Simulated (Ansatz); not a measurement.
## TiO2 (Pbcn): the host for defect calculations

Aim: the runs on the perfect crystal TiO2 (Pbcn) that a defect calculation needs first.

Main program and level: Ansatz 0.2.0; plane-wave PAW DFT, r2SCAN; relaxation of the host's cell and atoms; PAW set soft_1, in the first sound run; inputs show where later runs differ.

### 1. The starting structure

It takes space group Pbcn (No. 60, orthorhombic). Conventional cell: a = 4.545 Å, b = 5.520 Å, c = 4.909 Å, α = 90.00°, β = 90.00°, γ = 90.00°. Nearest to Ti lie 6 O at 1.88 to 2.09 Å. Nearest to O lie 3 Ti at 1.88 to 2.09 Å. Farther neighbours and most contacts between anions are not listed.

### 2. Host cell relaxation

Lattice and positions are set free, within the symmetry that the program keeps.

Contents of cell/input.yaml:

```yaml
crystal:
  lattice:
    - [4.5453496, 0.0, 0.0]
    - [0.0, 5.5196194, 0.0]
    - [0.0, 0.0, 4.9091969]
  atoms:
    - { symbol: Ti, position: [0.5, 0.67299093, 0.75] }
    - { symbol: Ti, position: [0.0, 0.82700907, 0.25] }
    - { symbol: Ti, position: [0.5, 0.32700907, 0.25] }
    - { symbol: Ti, position: [0.0, 0.17299093, 0.75] }
    - { symbol: O, position: [0.72854938, 0.61827536, 0.08135092] }
    - { symbol: O, position: [0.22854938, 0.88172464, 0.91864908] }
    - { symbol: O, position: [0.77145062, 0.88172464, 0.58135092] }
    - { symbol: O, position: [0.27145062, 0.61827536, 0.41864908] }
    - { symbol: O, position: [0.72854938, 0.38172464, 0.58135092] }
    - { symbol: O, position: [0.22854938, 0.11827536, 0.41864908] }
    - { symbol: O, position: [0.77145062, 0.11827536, 0.08135092] }
    - { symbol: O, position: [0.27145062, 0.38172464, 0.91864908] }
basis:
  ecutwfc: 500
  xc_grid: 2
hamiltonian:
  xc: r2scan
  pseudopotentials: { kind: paw, azcp: { folder: soft_1 } }
kpoints:
  mp_grid: { grid: [6, 5, 6] }
scf:
  occupations: { method: fixed }
  max_iter: 100
relax:
  f_tol: 0.005
  max_steps: 60
  cell: {}
output:
  forces: true
  stress: true
checkpoint:
  write: "../cell.run"
  compress: false
  write_wavefunctions: false
  write_every: 100000
```

Command:

```
> ansatz run input.yaml --threads 10 --pin off --max-ram 37683MiB --backend cpu --events-out ev --progress --plain --runs-dir out
```

Numbers of over 12 decimals in the logs are rounded to 6 here.

Log:

```text
[... repeated set-up lines and file paths are left out, and long positions are rounded to six places ...]
Engine: ansatz 0.2.0, x86_64-unknown-linux-gnu
Pseudopotentials: kind: paw
Pseudopotential: Ti, paw, valence charge 12, recommended cutoff 500 eV (meta_gga), soft_1/Ti.paw.azcp
Pseudopotential: O, paw, valence charge 6, recommended cutoff 500 eV (meta_gga), soft_1/O.paw.azcp
Functional definition: r2SCAN
  parameter k0 = 0.174
  parameter k1 = 0.065
  parameter a1 = 4.9479
  exchange = r2scan_x(k0 = k0, k1 = k1, a1 = a1)
  correlation = r2scan_c
Crystal: 12 atoms, lattice volume = 123.165 Å³
Basis set: ecut = 500 eV, 3117 PW (Γ), exchange–correlation on 72×90×72 points (8 copies of the dense FFT grid, shifted against one another)
Bands: 60, of which v1, the nominal top of the filled ones, is band 48 counted from 1 (47 counted from 0)
Symmetry: 8 space group operations
Space group: Pbcn (ITA 60), of the structure as read, at distance tolerance 5.0e-5 Å
k-points: 48 of 180
Non-local potential: Ti, projectors of the file, l = 0: 3, l = 1: 2, l = 2: 3, l = 3: 1
Non-local potential: O, projectors of the file, l = 0: 2, l = 1: 2, l = 2: 1
PAW form: soft (Blöchl's): semilocal exchange-correlation on the pseudo side does not see the compensation charge
PAW frozen core: Ti, regenerated for the run's functional (the file was generated under x = pbe(κ = 0.804, μ = 0.219515), c = pbe(β = 0.066725))
PAW frozen core: O, regenerated for the run's functional (the file was generated under x = pbe(κ = 0.804, μ = 0.219515), c = pbe(β = 0.066725))
PAW one-centre angular grid: Ti, 590 points (default); XC on 160 Gauss nodes
PAW one-centre angular grid: O, 302 points (default); XC on 160 Gauss nodes
Initial density: superposition of atomic densities (chi_scale 0.1, normalization cell, long waves kept (reshape's long-wave potential 0.00 eV rms))
Initial wavefunctions: pseudopotential atomic-orbital guess
Functional: x = r2scan, c = r2scan; τ floored in thin density (d = 2e-4 eV/Å³)
SCF iter   1: F=—  HF=-14584.866937 eV  |F-HF|=—  |Δ(HF+E_count)|=         —  Δρ=8.06e-2  dr2=7.92e0  dr2_τ=1.38e0  ethr=3.10e-3  ⟨swp⟩=3.4  Hψ=8306  notcnv=0  defer=301
preconditioner: auto → Resta (q_TF=auto, 2.617 Å⁻¹)  ε∞=7.1  [insulator: Δε(μ)=3.583 eV  Ē_g=10.796 eV  n_scr=34 (ndim 8)  ℏωp=26.8 eV  f_vac=0.000  ε∞_Penn≈7.1]
SCF iter   2: F=—  HF=-14584.993099 eV  |F-HF|=—  |Δ(HF+E_count)|=   1.26e-1  Δρ=4.24e-2  dr2=1.31e0  dr2_τ=3.41e-1  ethr=3.10e-3  ⟨swp⟩=2.0  Hψ=5078  notcnv=0  defer=305
SCF iter   3: F=—  HF=-14585.149002 eV  |F-HF|=—  |Δ(HF+E_count)|=   1.56e-1  Δρ=2.33e-2  dr2=5.63e-1  dr2_τ=3.00e-2  ethr=1.36e-3  ⟨swp⟩=2.0  Hψ=4012  notcnv=0  defer=154
automatic band count: iteration 3 solves 57 bands in place of 60: the levels show a gap, and the empty bands left out lie too high to hold charge; the band table lists the bands solved (type scf.n_extra_bands for more)
SCF iter   4: F=—  HF=-14585.225428 eV  |F-HF|=—  |Δ(HF+E_count)|=   7.64e-2  Δρ=5.93e-3  dr2=4.18e-2  dr2_τ=2.80e-3  ethr=5.87e-4  ⟨swp⟩=2.0  Hψ=4330  notcnv=0  defer=220
SCF iter   5: F=—  HF=-14585.224797 eV  |F-HF|=—  |Δ(HF+E_count)|=   6.31e-4  Δρ=1.06e-3  dr2=1.63e-3  dr2_τ=8.90e-5  ethr=4.36e-5  ⟨swp⟩=2.0  Hψ=3869  notcnv=0  defer=327
SCF iter   6: F=—  HF=-14585.225139 eV  |F-HF|=—  |Δ(HF+E_count)|=   3.42e-4  Δρ=2.88e-4  dr2=8.03e-5  dr2_τ=8.98e-6  ethr=1.70e-6  ⟨swp⟩=2.0  Hψ=3854  notcnv=0  defer=330
SCF iter   7: F=—  HF=-14585.225145 eV  |F-HF|=—  |Δ(HF+E_count)|=   5.57e-6  Δρ=5.86e-5  dr2=4.37e-6  dr2_τ=3.45e-7  ethr=8.37e-8  ⟨swp⟩=2.0  Hψ=3949  notcnv=0  defer=159
SCF iter   8: F=-14585.225145 eV  HF=-14585.225145 eV  |F-HF|=2.20e-8  |Δ(HF+E_count)|=   2.40e-7  Δρ=7.67e-6  dr2=5.73e-8  dr2_τ=3.16e-9  ethr=1.04e-10  ⟨swp⟩=3.0  Hψ=10791  notcnv=0
SCF 1 converged in 8 iterations: F = -14585.225145 eV  dr2 = 5.73e-8
  greatest PAW one-centre occupation: 1.000 electrons in one spin orbital (limit 2), on the Ti atom at site 3 (counted from 0), in its partial waves of l = 0
relax step   1: F+E_penalty+E_count = -14585.22514476 eV  Δ(F+E_penalty+E_count) = +0.000e0 eV  max|allowed force component| = 9.818e-2 eV/Å  Δτ_max = 0.0000 Å  P = -1.128 GPa  Ω = 123.165 Å³  (8 SCF iters, dr2 threshold 1.00e-7 eV, accepted)
[... the SCF cycles and remarks between the steps are left out from here to the last step ...]
relax step   2: F+E_penalty+E_count = -14585.22803289 eV  Δ(F+E_penalty+E_count) = -2.888e-3 eV  max|allowed force component| = 8.368e-2 eV/Å  Δτ_max = 0.0025 Å  P = -0.293 GPa  Ω = 122.748 Å³  energy of the carried Pulay correction = +3.844e-4 eV  (5 SCF iters, dr2 threshold 1.20e-6 eV, accepted)
relax step   3: F+E_penalty+E_count = -14585.22929096 eV  Δ(F+E_penalty+E_count) = -1.258e-3 eV  max|allowed force component| = 6.052e-2 eV/Å  Δτ_max = 0.0036 Å  P = +0.167 GPa  Ω = 122.544 Å³  energy of the carried Pulay correction = +5.725e-4 eV  (5 SCF iters, dr2 threshold 4.38e-7 eV, accepted)
relax step   4: F+E_penalty+E_count = -14585.22984361 eV  Δ(F+E_penalty+E_count) = -5.527e-4 eV  max|allowed force component| = 3.332e-2 eV/Å  Δτ_max = 0.0139 Å  P = -0.128 GPa  Ω = 122.709 Å³  energy of the carried Pulay correction = +4.203e-4 eV  (6 SCF iters, dr2 threshold 2.29e-7 eV, accepted)
relax step   5: F+E_penalty+E_count = -14585.23048304 eV  Δ(F+E_penalty+E_count) = -6.394e-4 eV  max|allowed force component| = 9.884e-3 eV/Å  Δτ_max = 0.0062 Å  P = +0.054 GPa  Ω = 122.690 Å³  energy of the carried Pulay correction = +4.381e-4 eV  (6 SCF iters, dr2 threshold 1.37e-7 eV, accepted)
relax step   6: F+E_penalty+E_count = -14585.23055161 eV  Δ(F+E_penalty+E_count) = -6.857e-5 eV  max|allowed force component| = 9.393e-4 eV/Å  Δτ_max = 0.0013 Å  P = +0.003 GPa  Ω = 122.691 Å³  energy of the carried Pulay correction = +4.370e-4 eV  (6 SCF iters, dr2 threshold 1.86e-8 eV, accepted)
Initial wavefunctions: pseudopotential atomic-orbital guess (no wavefunctions were taken with the density)
iter 1 solved again at ethr=8.17e-8 eV; its pass at ethr=3.10e-3 eV (dr2=7.84e-5 eV) is discarded
SCF iter   1: F=—  HF=-14585.230132 eV  |F-HF|=—  |Δ(HF+E_count)|=         —  Δρ=1.62e-5  dr2=3.51e-8  dr2_τ=1.54e-7  ethr=8.17e-8  ⟨swp⟩=3.5  Hψ=15680  notcnv=0  defer=471
SCF iter   2: F=—  HF=-14585.230132 eV  |F-HF|=—  |Δ(HF+E_count)|=   1.96e-7  Δρ=8.70e-6  dr2=1.11e-8  dr2_τ=1.06e-8  ethr=3.65e-11  ⟨swp⟩=2.8  Hψ=5277  notcnv=0  defer=308
SCF iter   3: F=—  HF=-14585.230132 eV  |F-HF|=—  |Δ(HF+E_count)|=   2.29e-8  Δρ=3.41e-6  dr2=1.17e-8  dr2_τ=1.64e-9  ethr=1.15e-11  ⟨swp⟩=2.0  Hψ=4109  notcnv=0  defer=308
SCF iter   4: F=—  HF=-14585.230132 eV  |F-HF|=—  |Δ(HF+E_count)|=   1.82e-9  Δρ=6.69e-7  dr2=3.81e-10  dr2_τ=7.62e-11  ethr=1.15e-11  ⟨swp⟩=2.0  Hψ=3698  notcnv=0  defer=308
SCF iter   5: F=-14585.230132 eV  HF=-14585.230132 eV  |F-HF|=1.82e-11  |Δ(HF+E_count)|=  5.46e-12  Δρ=2.61e-7  dr2=8.14e-11  dr2_τ=7.05e-12  ethr=1.00e-12  ⟨swp⟩=4.0  Hψ=8991  notcnv=0
SCF 7 converged in 5 iterations: F = -14585.230132 eV  dr2 = 8.14e-11
relax step   7: F+E_penalty+E_count = -14585.23013213 eV  Δ(F+E_penalty+E_count) = +4.195e-4 eV  max|allowed force component| = 9.594e-4 eV/Å  Δτ_max = 0.0000 Å  P = +0.006 GPa  Ω = 122.691 Å³  stress off target by 9.19e-3 GPa  SCF on the basis re-selected at this cell (its energy is not comparable with the rows above)  (5 SCF iters)
basis re-selected at this cell: Δ(F+E_penalty+E_count) = +4.195e-4 eV, ΔP = +0.003 GPa vs the last step (what re-selecting the basis moved, of the pressure what is left beyond the Pulay correction that the steps carried, after the strain that the cell walked [...]
SCF converged after 5 iterations
Free energy (F): -14585.230132 eV
Harris-Foulkes:  -14585.230132 eV  (|F-HF|=1.82e-11)
Internal energy: -14585.230132 eV  (E = F + TS)
E sigma→0 (E₀):  -14585.230132 eV
Fermi energy:    8.599197 eV
--- Per-component energies (eV) ---
  E_band       = -855.575022
  E_kinetic    = 2474.832364
  E_local      = -6175.568190  (includes V_loc(G=0)·N_el)
  E_nonlocal   = 636.201287
  E_hartree    = 2321.600577
  E_xc         = -1023.719486
  E_vxc        = -1470.937659  (∫ρ·V_xc dr)
  E_paw        = -5508.677904  (= ΣΔE_a)
  E_vpaw       = -1057.385499  (= ΣTr[D̂ρ^β])
  E_aug_tail   = 0.002079  (compensation charges beyond the density's cutoff)
  E_vtau       = 94.079118  (kinetic-family band-sum trace: ∫τ·v_τ [+ j·A + Jᵃ·Aᵃ] dr)
  E_ewald      = -7308.631505
  E_core_change = -1.269355  (= ΣΔE_core)
  E_smearing   = -0.000000  (= −TS)
  E_closure    = -0.000000  (closes the sum)
  Σ components = -14585.230132   (vs F -14585.230132, Δ=0.00e0)
--- Forces (eV/Å), atoms counted from 1 ---
  atom   1  Ti    -0.00000000     0.00032503    -0.00000000
  atom   2  Ti    -0.00000000    -0.00032503    -0.00000000
  atom   3  Ti     0.00000000    -0.00032503     0.00000000
  atom   4  Ti     0.00000000     0.00032503     0.00000000
  atom   5  O     -0.00054404    -0.00095940     0.00026134
  atom   6  O     -0.00054404     0.00095940    -0.00026134
  atom   7  O      0.00054404     0.00095940     0.00026134
  atom   8  O      0.00054404    -0.00095940    -0.00026134
  atom   9  O     -0.00054404     0.00095940     0.00026134
  atom  10  O     -0.00054404    -0.00095940    -0.00026134
  atom  11  O      0.00054404    -0.00095940     0.00026134
  atom  12  O      0.00054404     0.00095940    -0.00026134
  max |Σ_I F_I| component: 3.69e-18 eV/Å
--- Stress (GPa, compression-positive) ---
        0.009186       0.000000       0.000000
        0.000000       0.008856       0.000000
        0.000000       0.000000       0.001139
  P = ⅓ Tr σ = 0.0064 GPa (0.064 kbar)
--- Relaxed structure (6 steps of the walk, 6 accepted, 1 SCFs on fresh bases) ---
  F+E_penalty+E_count = -14585.23013213 eV   max|allowed force component| = 9.594e-4 eV/Å   (the final SCF, on the basis selected at the relaxed cell)
  cell:  # Å, volume = 122.6910 Å³
    - [4.546096, 0, 7.070096326513085e-19]
    - [0, 5.513836, 0]
    - [7.636045194151717e-19, 0, 4.894635]
  atoms:
    - { symbol: Ti, position: [0.5, 0.675818, 0.750000] }
    - { symbol: Ti, position: [0, 0.824182, 0.25] }
    - { symbol: Ti, position: [0.5, 0.324182, 0.25] }
    - { symbol: Ti, position: [0, 0.175818, 0.750000] }
    - { symbol: O, position: [0.728871, 0.618161, 0.080833] }
    - { symbol: O, position: [0.228871, 0.881839, 0.919167] }
    - { symbol: O, position: [0.771129, 0.881839, 0.580833] }
    - { symbol: O, position: [0.271129, 0.618161, 0.419167] }
    - { symbol: O, position: [0.728871, 0.381839, 0.580833] }
    - { symbol: O, position: [0.228871, 0.118161, 0.419167] }
    - { symbol: O, position: [0.771129, 0.118161, 0.080833] }
    - { symbol: O, position: [0.271129, 0.381839, 0.919167] }
```

Run time: 18 s. Hardware: 10 threads of AMD EPYC 7R13 (Zen 3), shared host; peak memory 1.1 GiB; 2.8 min of CPU time.

Step by step:

```tsv
step	energy less that of the first step (eV)	largest force component (eV/Å)	pressure (GPa)	volume (Å³)
1	0.0000	0.0982	-1.13	123.16
2	-0.0029	0.0837	-0.29	122.75
3	-0.0041	0.0605	0.17	122.54
4	-0.0047	0.0333	-0.13	122.71
5	-0.0053	0.0099	0.05	122.69
6	-0.0054	0.0009	0.00	122.69
7*	-0.0050	0.0010	0.01	122.69
```

Relaxation steps marked * repeat the geometry before them on a plane-wave basis chosen anew for their cell, so energy and pressure can jump there.

Forces are held to the 8 operations that the run works with; a distortion that breaks them can't arise in this run.

```tsv
conventional cell, symmetrised	before	after	change
a (Å)	4.545	4.546	+0.0 %
b (Å)	5.520	5.514	-0.1 %
c (Å)	4.909	4.895	-0.3 %
volume (Å³/atom)	10.26	10.22	-0.4 %
```

The atoms that moved most (Å, as changes of fractional coordinates times the final cell):

```tsv
atom	dx	dy	dz	length
Ti2	0.000	-0.016	0.000	0.016
Ti1	0.000	0.016	0.000	0.016
Ti3	0.000	-0.016	0.000	0.016
Ti4	0.000	0.016	0.000	0.016
```

Numbers from this step:

| Item | Value |
| --- | --- |
| pressure | 0.006394 GPa |

The relaxation ends with a largest force component of 9.6e-4 eV/Å and a pressure of 0.01 GPa.

### 3. Dielectric tensors of the host

The response to a uniform electric field gives the electronic dielectric tensor.

This step: plane-wave PAW DFPT, PBEsol; dielectric tensors, Born charges and zone-centre modes of the host; PAW set soft_1 (Ansatz 0.2.0).

Contents of eps/input.yaml:

```yaml
crystal:
  lattice:
    - [4.5460961803, 0.0, 0.0]
    - [0.0, 5.5138360961, 0.0]
    - [0.0, 0.0, 4.8946346811]
  atoms:
    - { symbol: Ti, position: [0.5, 0.6758183551, 0.75] }
    - { symbol: Ti, position: [0.0, 0.8241816449, 0.25] }
    - { symbol: Ti, position: [0.5, 0.3241816449, 0.25] }
    - { symbol: Ti, position: [0.0, 0.1758183551, 0.75] }
    - { symbol: O, position: [0.7288708847, 0.6181611232, 0.0808332867] }
    - { symbol: O, position: [0.2288708847, 0.8818388768, 0.9191667133] }
    - { symbol: O, position: [0.7711291153, 0.8818388768, 0.5808332867] }
    - { symbol: O, position: [0.2711291153, 0.6181611232, 0.4191667133] }
    - { symbol: O, position: [0.7288708847, 0.3818388768, 0.5808332867] }
    - { symbol: O, position: [0.2288708847, 0.1181611232, 0.4191667133] }
    - { symbol: O, position: [0.7711291153, 0.1181611232, 0.0808332867] }
    - { symbol: O, position: [0.2711291153, 0.3818388768, 0.9191667133] }
basis:
  ecutwfc: 420
hamiltonian:
  xc: pbesol
  pseudopotentials: { kind: paw, azcp: { folder: soft_1 }, xc_functional: pbe }
kpoints:
  mp_grid: { grid: [5, 5, 5] }
scf:
  occupations: { method: fixed }
  max_iter: 100
phonons:
  method: dfpt
  dielectric: true
  rigid_motions: translations
```

Log:

```text
[...]
Crystal: 12 atoms, lattice volume = 122.691 Å³
Basis set: ecut = 420 eV, 2413 PW (Γ), exchange–correlation on 64×80×72 points (8 copies of the dense FFT grid, shifted against one another)
Bands: 60, of which v1, the nominal top of the filled ones, is band 48 counted from 1 (47 counted from 0)
Symmetry: 8 space group operations
k-points: 63 of 125 (irreducible under 1 space group operation, time reversal used)
[...]
SCF iter   1: F=—  HF=-14399.484046 eV  |F-HF|=—  |Δ(HF+E_count)|=         —  Δρ=5.45e-2  dr2=3.16e0  ethr=3.10e-3  ⟨swp⟩=3.0  Hψ=10748  notcnv=0  defer=388
[...]
SCF iter  11: F=-14399.335406 eV  HF=-14399.335406 eV  |F-HF|=9.09e-12  |Δ(HF+E_count)|=  1.82e-12  Δρ=1.26e-7  dr2=1.75e-11  ethr=1.00e-12  ⟨swp⟩=11.6  Hψ=19541  notcnv=0
SCF 1 converged in 11 iterations: F = -14399.335406 eV  dr2 = 1.75e-11
[...]
NSCF: frozen V_eff on 7 k-points
DFPT response loops at Γ: preconditioner auto → Resta (q_TF=auto, 2.619 Å⁻¹)  ε∞=4.7 (no band partly filled); β = 1.00, the filter's whole step (`scf.mixing.beta` (0.50) is not read by the response loops at its default; [...]
── the response to a field inside a basis, on 6×6×6 k-points: an SCF that follows is theirs, and a resumed run solves both again ──
Bands: 49, of which v1, the nominal top of the filled ones, is band 48 counted from 1 (47 counted from 0)
k-points: 27 of 216
[...]
Eigensolver: Dense (27 Hₖ)
SCF iter   1: F=—  HF=-14399.138906 eV  |F-HF|=—  |Δ(HF+E_count)|=         —  Δρ=5.77e-4  dr2=1.17e-4  ethr=1.00e-1
[...]
SCF iter   5: F=-14399.138985 eV  HF=-14399.138985 eV  |F-HF|=2.03e-8  |Δ(HF+E_count)|=   5.04e-7  Δρ=4.64e-6  dr2=2.84e-8  ethr=9.72e-10
SCF 1 converged in 5 iterations: F = -14399.138985 eV  dr2 = 2.84e-8
[...]
SCF converged after 11 iterations
Free energy (F): -14399.335406 eV
[...]
Internal energy: -14399.335406 eV  (E = F + TS)
E sigma→0 (E₀):  -14399.335406 eV
Fermi energy:    8.825084 eV
[...]
--- Band table (eV; the first three rows and the last of 63) ---
[...]
[... further k-points left out ...]
--- Phonons (Γ-DFPT): 6 representative perturbations + reference, on 63 of 125 k-points (Σ response iterations 24) ---
  k mesh reduced under 1 symmetry operation, with k and −k counted as one. Each operation leaves every solved perturbation unchanged. A smaller set is not considered because the run solves the response to a homogeneous field
  ASR residual: 7.570e-5 → 0.000e0 eV/Å²; symmetrization residual: 1.948e-6 eV/Å²
  ASR residual per site (eV/Å²): 7.57e-5 7.57e-5 7.57e-5 7.57e-5 3.82e-5 3.82e-5 3.82e-5 3.82e-5 3.82e-5 3.82e-5 3.82e-5 3.82e-5
  Γ frequencies (cm⁻¹): 0.00 0.00 0.00 140.27 162.72 166.44 185.19 193.12 222.98 245.33 284.68 285.89 295.26 302.93 305.85 318.95 332.63 339.60 344.05 374.84 402.97 407.90 414.16 415.03 424.08 436.96 465.66 502.42 508.42 520.94 539.27 551.37 606.04 611.98 [...]
  ε∞ (high-frequency dielectric tensor):
        8.115091     0.000000     0.000000
        0.000000     6.555968     0.000000
        0.000000     0.000000     7.655716
  ε⁰ (static dielectric tensor: ions relaxed, cell fixed):
       96.870688     0.000000    -0.000000
        0.000000    32.599617    -0.000000
       -0.000000    -0.000000    88.334040
  ε⁰ − ε∞ (ionic part):
       88.755597     0.000000    -0.000000
        0.000000    26.043649    -0.000000
       -0.000000    -0.000000    80.678325
  softest optical mode at Γ: 140.27 cm⁻¹; the repairs (sum rule, projections) moved no ω² at Γ by more than (1.43 cm⁻¹)²
  Born effective charges Z* (e; rows j = field, columns β = displacement):
    site 0:
         6.78874   -0.00000   -0.33961
        -0.00000    5.39372    0.00000
        -0.14428    0.00000    6.56801
    site 1:
         6.78874   -0.00000    0.33961
        -0.00000    5.39372   -0.00000
         0.14428    0.00000    6.56801
    site 2:
         6.78874   -0.00000   -0.33961
        -0.00000    5.39372    0.00000
        -0.14428    0.00000    6.56801
    site 3:
         6.78874   -0.00000    0.33961
        -0.00000    5.39372   -0.00000
         0.14428    0.00000    6.56801
    site 4:
        -3.39437   -1.50476   -1.60111
        -1.23720   -2.69686   -0.08350
        -1.38905   -0.02875   -3.28401
    site 5:
        -3.39437    1.50476    1.60111
         1.23720   -2.69686   -0.08350
         1.38905   -0.02875   -3.28401
    site 6:
        -3.39437   -1.50476    1.60111
        -1.23720   -2.69686    0.08350
         1.38905    0.02875   -3.28401
    site 7:
        -3.39437    1.50476   -1.60111
         1.23720   -2.69686    0.08350
        -1.38905    0.02875   -3.28401
    site 8:
        -3.39437    1.50476   -1.60111
         1.23720   -2.69686    0.08350
        -1.38905    0.02875   -3.28401
    site 9:
        -3.39437   -1.50476    1.60111
        -1.23720   -2.69686    0.08350
         1.38905    0.02875   -3.28401
    site 10:
        -3.39437    1.50476    1.60111
[...]
site 11:
[...]
Z* charge neutrality: 1.068e-2 e pre-enforcement
  solved inside a basis spanned on kpoints, on 6×6×6 k-points, its susceptibility summed on 10×8×8: ε∞ is read to err by 3.5e-2, Z* by 2.5e-2 e (field_mesh: kpoints solves on kpoints); Z* is corrected for what the basis lacks
  optical modes at Γ without the LO–TO term, one row a degenerate level:
      ω (cm⁻¹)  modes    IR ((D/Å)²/amu)
[...]
optical modes at Γ + LO–TO along q̂ = [1.0000, 0.0000, 0.0000]:
      ω (cm⁻¹)  modes    IR ((D/Å)²/amu)
[...]
optical modes at Γ + LO–TO along q̂ = [0.0000, 1.0000, 0.0000]:
      ω (cm⁻¹)  modes    IR ((D/Å)²/amu)
[...]
optical modes at Γ + LO–TO along q̂ = [0.0000, 0.0000, 1.0000]:
      ω (cm⁻¹)  modes    IR ((D/Å)²/amu)
[...]
436.96      1             0.0000
        465.66      1             7.2791
        502.42      1             0.0000
        508.42      1             0.0000
        515.82      1             4.5482
        520.94      1             0.0000
        551.37      1             0.0000
        606.04      1             0.0000
        611.98      1             0.0000
        689.31      1             9.1391
        795.38      1           221.2875
        799.10      1             0.0000
```

The job ended after 68 s (10 threads; peak memory 2.4 GiB; 9.4 min of CPU time).

Electronic dielectric tensor:

```
8.12 0.00 0.00
0.00 6.56 0.00
0.00 0.00 7.66
```

Static dielectric tensor:

```
96.87  0.00  0.00
 0.00 32.60  0.00
 0.00  0.00 88.33
```

The principal values of the electronic dielectric tensor are 6.56, 7.66 and 8.12. The principal values of the static dielectric tensor are 32.60, 88.33 and 96.87.

(Continued in part 2 of 3.)

[Logs are printed without paths, hosts, clocks, repeated set-up lines and the standing remarks that a program may print on its own settings, such as how far it seeks lower states.]

[Hosts, paths, dates, database ids (printed as entryN), source tags and the programs' standing remarks are cut or masked in the printed files.]

[Runs of the host that timed out are not shown.]

[For some hosts the program warned that the k-mesh of the response run may be too coarse for force constants and the static dielectric constant; such warnings are not always shown.]
